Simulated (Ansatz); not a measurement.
# BaSnO3: uniaxial strain ε_zz = +3.47 %

The reference is BaSnO3 in the cubic perovskite structure (space group Pm-3m, No. 221; a = 4.122 Å). Axes: x, y, z lie along the cube axes.

The change: uniaxial strain ε_zz = +3.47 %, all other strain components held at zero; the atoms relax in the strained cell.

All numbers come from PBEsol (Ansatz, a first-principles code, PAW, scalar-relativistic without spin-orbit coupling), earlier PAW set. Settings: 8×8×8 k-points, 0.05 eV Fermi–Dirac smearing.

* **Volume per atom**: 14.49 Å³ (base 14.00 Å³)
* **Space group**: P4/mmm (No. 123) (base Pm-3m (No. 221))
* **Shortest interatomic distance**: 2.061 Å (base 2.061 Å)
* **Energy relative to the base (free energy F)**: +13 meV/atom
* **Pressure (mean of the normal stresses, compression positive)**: -4.50 GPa (base 0.01 GPa)
* **Band gap**: 0.43 eV (base 0.86 eV)
* **Gap character**: indirect, A → Γ
* **Smallest direct gap**: 0.94 eV (base 1.35 eV)
* **Stress (xx, yy, zz, yz, xz, xy; compression positive)**: (-2.64, -2.64, -8.23, 0.00, 0.00, 0.00) GPa

Cost of the whole job for the changed cell (relaxation, final SCF and bands): very roughly 26 core-seconds.

Stability against distortions was not tested. Labels are those of the standard path for the cell's own space group.
